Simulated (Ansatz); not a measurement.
The system is CuO.

```
CELL_PARAMETERS angstrom
1.99097 -2.15355 0.00000
1.99097 2.15355 0.00000
0.00000 0.00000 5.15593
ATOMIC_POSITIONS crystal
Cu 0.50000 0.00000 0.00000
Cu 0.00000 0.50000 0.50000
O 0.50000 0.50000 0.25000
O 0.50000 0.50000 0.75000
```

Measurements of this composition are mostly on another form, of space group No. 15.

A run of Ansatz 0.2.0 on this cell left the log below. Logs are shortened: lines on timing, memory, paths and dates and some standing lists are left out, and cuts for length are marked.

```text
Warning: RAYON_NUM_THREADS=2 ignored (pool sized by the plan → 2); use --threads N
Engine: ansatz 0.2.0, aarch64-unknown-linux-gnu
Pseudopotentials: kind: paw
Pseudopotential: Cu, paw, valence charge 19, recommended cutoff 420 eV (normal), Cu.paw.azcp
Pseudopotential: O, paw, valence charge 6, recommended cutoff 420 eV (normal), O.paw.azcp
Functional definition: PBE
  parameter kappa = 0.804
  parameter beta = 0.06672455060314922
  exchange = pbe_x(kappa = kappa, mu = beta*pi^2/3)
  correlation = pbe_c(beta = beta)
Crystal: 4 atoms, lattice volume = 44.214 Å³
Basis set: ecut = 420 eV, 841 PW (Γ), exchange–correlation on 40×40×72 points (8 copies of the dense FFT grid, shifted against one another)
Bands: 30, of which v1, the nominal top of the filled ones, is band 25 counted from 1 (24 counted from 0)
Symmetry: 8 space group operations
Space group: Cccm (ITA 66), of the structure as read, at distance tolerance 3.5e-5 Å
k-points: 75 of 405
Non-local potential: Cu, projectors of the file, l = 0: 3, l = 1: 2, l = 2: 3, l = 3: 1
Non-local potential: O, projectors of the file, l = 0: 2, l = 1: 2, l = 2: 1
PAW form: soft (Blöchl's): semilocal exchange-correlation on the pseudo side does not see the compensation charge
PAW one-centre angular grid: Cu, 590 points (default); XC on 64 Gauss nodes
PAW one-centre angular grid: O, 110 points (default); XC on 64 Gauss nodes
Initial density: superposition of atomic densities (neutral atoms: chi_scale 0, normalization atom), corrected by the library's trained network
Initial wavefunctions: pseudopotential atomic-orbital guess
Functional: x = pbe(κ = 0.804, μ = 0.2195149727645171), c = pbe(β = 0.06672455060314922)
SCF iter   1: F=—  HF=-14382.564308 eV  |F-HF|=—  |Δ(HF+E_count)|=         —  Δρ=5.85e-3  dr2=4.63e-3  ethr=1.77e-3  ⟨swp⟩=5.7  Hψ=8080  notcnv=0
preconditioner: auto → LDOS  [metal: Δε(μ)=0.011 eV  Ē_g=11.095 eV  σ=0.050 eV  W_gap=0.05  n_scr=16 (ndim 8)  ℏωp=32.6 eV  f_vac=0.043  D(μ)=2.27/eV (n_scr^D=18)  β→1.0]
[... 123 lines left out ...]
  E_hartree    = 4360.033058
  E_xc         = -323.997350
  E_vxc        = -415.897495  (∫ρ·V_xc dr)
  E_paw        = -3636.824703  (= ΣΔE_a)
  E_vpaw       = -965.227753  (= ΣTr[D̂ρ^β])
  E_aug_tail   = 0.005587  (compensation charges beyond the density's cutoff)
  E_ewald      = -6532.711745
  E_smearing   = -0.019139  (= −TS)
  E_closure    = 0.000000  (closes the sum)
  Σ components = -14382.550084   (vs F -14382.550084, Δ=0.00e0)
--- Forces (eV/Å), atoms counted from 1 ---
  atom   1  Cu    -0.00000000    -0.00000000     0.00000000
  atom   2  Cu    -0.00000000     0.00000000     0.00000000
  atom   3  O      0.00000000    -0.00000000    -0.00000000
  atom   4  O     -0.00000000     0.00000000     0.00000000
  max |Σ_I F_I| component: 6.31e-29 eV/Å
--- Stress (GPa, compression-positive) ---
        5.029680      -0.000000      -0.000000
       -0.000000       4.974695      -0.000000
       -0.000000      -0.000000       5.001952
  P = ⅓ Tr σ = 5.0021 GPa (50.021 kbar)
--- Band table (eV; the first three rows and the last of 75) ---
  k-point 0: bands = ["-101.4911", "-101.4907", "-58.9849", "-58.9849", "-58.9486", "-58.9425", "-58.6517", "-58.6517", "-8.7307", "-7.3820", "2.9339", "5.7147", "5.7265", "7.4385", "7.7487", "7.7502", "7.8931", "8.2028", "8.6417", "8.8447", "8.8494", "8.8741", "8.9639", "9.3089", "11.9801", "11.9942", "12.7489", "17.4058", "18.6388", "24.7086"]
  k-point 1: bands = ["-101.4911", "-101.4908", "-58.9849", "-58.9849", "-58.9480", "-58.9431", "-58.6517", "-58.6517", "-8.6228", "-7.5384", "3.3279", "5.7310", "5.7408", "7.2388", "7.5596", "7.5598", "7.6369", "7.8912", "8.7984", "8.8827", "8.9552", "9.1533", "9.1590", "9.2159", "11.8105", "11.8233", "13.2634", "16.4914", "19.8865", "24.8289"]
  k-point 2: bands = ["-101.4910", "-101.4909", "-58.9849", "-58.9849", "-58.9465", "-58.9446", "-58.6517", "-58.6517", "-8.3237", "-7.9134", "4.3895", "5.7611", "5.7651", "5.8368", "7.3404", "7.3407", "7.7256", "7.8514", "8.8846", "8.9050", "8.9327", "9.0231", "9.6282", "9.6321", "11.4754", "11.4819", "14.2833", "15.3652", "21.8761", "23.9577"]
  k-point 74: bands = ["-101.4896", "-101.4896", "-58.9977", "-58.9968", "-58.9432", "-58.9431", "-58.6618", "-58.6613", "-7.4066", "-7.2571", "5.0019", "5.0916", "5.3877", "5.6023", "5.8528", "5.9318", "8.2243", "8.4680", "8.8971", "8.9183", "9.1956", "9.2200", "9.8268", "9.8590", "10.4845", "11.2538", "14.7788", "15.9634", "21.9037", "21.9167"]
--- Relaxed structure (7 steps of the walk, 7 accepted, 3 SCFs on fresh bases) ---
  F+E_penalty+E_count = -14382.55008407 eV   max|allowed force component| = 1.527e-16 eV/Å   (the final SCF, on the basis selected at the relaxed cell)
  cell:  # Å, volume = 43.2928 Å³
    - [2.046795745305479, -2.0586016843646533, 5.701431552457534e-18]
    - [2.046795745305479, 2.0586016843646533, -5.7014315524575496e-18]
    - [-1.9657427232337686e-32, -1.365009894425451e-17, 5.1373504641318215]
  atoms:
    - { symbol: Cu, position: [0.5, -2.7755575615628914e-17, -9.62964972193618e-35] }
    - { symbol: Cu, position: [-2.941326625193908e-17, 0.5, 0.4999999999999999] }
    - { symbol: O, position: [0.49999999999999994, 0.49999999999999994, 0.24999999999999994] }
    - { symbol: O, position: [0.49999999999999994, 0.49999999999999994, 0.75] }
```

**Question.** What input gives this log?

**Answer.** Relaxation of cell and atoms with PBE, no spin polarisation. The files as run (others can give the same):

input.yaml
```yaml
crystal:
  lattice:
    - [1.990968, -2.15355, 0.0]
    - [1.990968, 2.15355, 0.0]
    - [0.0, 0.0, 5.155928]
  atoms:
    - { symbol: Cu, position: [0.5, 0.0, 0.0] }
    - { symbol: Cu, position: [0.0, 0.5, 0.5] }
    - { symbol: O, position: [0.5, 0.5, 0.25] }
    - { symbol: O, position: [0.5, 0.5, 0.75] }
hamiltonian:
  xc: pbe
  pseudopotentials: { kind: paw }
kpoints:
  mp_grid: { grid: [9, 9, 5] }
scf:
  occupations: { method: fermi_dirac, width: 0.05 }
output:
  forces: true
  stress: true
  eigenvalues: true
  write_density: true
  write_potential: true
  elf: true
  volumetric_format: npy
relax:
  f_tol: 0.01
  max_steps: 40
  cell: { stress_tol: 0.05, p_target: 5.0 }
```

Potentials or basis: Ansatz PAW.
Command:
```console
$ ansatz run input.yaml --threads 2 --pin off --max-ram 5632MiB --backend cpu --events-out ev --progress --plain --runs-dir out
```

Caveat: the plane-wave basis is chosen anew once the cell has moved, so the energies of steps on either side of that aren't comparable; the pressure holds a Pulay correction of +0.7 GPa for the finite cutoff; the run has no spin polarisation, though such a crystal can be magnetic; semilocal functionals often make such compounds metallic where correlation or magnetic order opens a gap, which also shifts bond lengths.
